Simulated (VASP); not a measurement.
Crystal: TaN.

```
Ta N
1.0
     2.93994    0.00000    0.00000
    -1.46997    2.54606    0.00000
     0.00000    0.00000    2.89018
Ta N
1 1
Direct
  0.00000 0.00000 0.50000
  0.66667 0.33333 0.00000
```

The cell comes from a database or a generator and needn't be the stable form of this composition.

| Property | Result |
| --- | --- |
| Program | VASP 6.6.1 |
| Task | relaxation of cell and atoms |
| Functional | RPBE |
| Potentials or basis | VASP PAW PBE potentials, release 64 (Ta_pv, N) |
| Cutoff | 600 eV |
| k mesh | 18 × 18 × 14 |
| Occupations | gaussian, width 0.1 eV |
| Spin | no spin polarisation |

At the start: pressure 8.6 GPa; volume 10.82 Å³/atom.

Problem. Where does the relaxation end?

Solution. Over 7 steps the energy falls by 7.2 meV/atom and the volume is 11.09 Å³/atom (+2.5 %); space group P-6m2 (No. 187, to 0.05 Å).

Step by step:
| step | energy change (eV) | largest force (eV/Å) | pressure (GPa) | volume (Å³) |
| --- | --- | --- | --- | --- |
| 1 | 0.0000 | 0.0000 | 8.63 | 21.63 |
| 2 | 0.0583 | 0.0000 | -16.59 | 23.51 |
| 3 | -0.0144 | 0.0000 | -0.15 | 22.19 |
| 4 | -0.0144 | 0.0000 | 0.02 | 22.18 |
| 5 | -0.0145 | 0.0000 | 0.00 | 22.19 |
| 6 | -0.0145 | 0.0000 | 0.01 | 22.19 |
| 7 | -0.0145 | 0.0000 | 0.01 | 22.19 |

Final structure:
```
CELL_PARAMETERS angstrom
2.96500 0.00000 0.00000
-1.48250 2.56777 0.00000
0.00000 0.00000 2.91393
ATOMIC_POSITIONS crystal
Ta 0.00000 0.00000 0.50000
N 0.66667 0.33333 0.00000
```

Caveat: the PAW data sets were made with another functional, which shifts forces and pressure a little.
